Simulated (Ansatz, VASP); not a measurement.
**GdO: VASP beside Ansatz**

```
CELL_PARAMETERS angstrom
0.00000 2.70000 2.70000
2.70000 0.00000 2.70000
2.70000 2.70000 0.00000
ATOMIC_POSITIONS crystal
Gd 0.00000 0.00000 0.00000
O 0.25000 0.25000 0.25000
```

Alike in both runs: task single point; functional PBEsol; k mesh 6 × 6 × 6; occupations gaussian, width 0.05 eV; collinear spin; Hubbard terms Gd f U = 6.0 eV.

|  | VASP | Ansatz |
| --- | --- | --- |
| version | VASP 6.6.1 | Ansatz 0.2.0 |
| potentials or method | VASP PAW PBE potentials, release 64 (Gd, O) | scalar-relativistic, plane waves, PAW |
| plane-wave cutoff (eV) | 520 | 420 |
| valence electrons in the cell | 24 | 24 |

```tsv
	VASP	Ansatz	Ansatz less VASP
gap on the k mesh at the Fermi level (eV)	none	none	-
pressure (GPa)	-3.7	-3.9	-0.15
net moment per atom (μB)	3.96	3.96	-0.002
size of the moment on the site where the two differ most (μB)	7.08	7.01	-0.064
```

Site moments also hang on the region over which each program counts them. The programs project onto different local orbitals, so the same U acts differently. A gap of «none» marks a metal or a gap that the smearing closes. Ansatz warned: «filled_band_counts_differ_across_k_points».

Caveats: the PAW data sets were made with another functional, which shifts forces and pressure a little (VASP); spin-orbit coupling is left out, which moves the levels of the heavy elements; a cell with one magnetic atom can't hold antiferromagnetic order, which such compounds often take. The state reached can hang on the start; a lower one may exist.
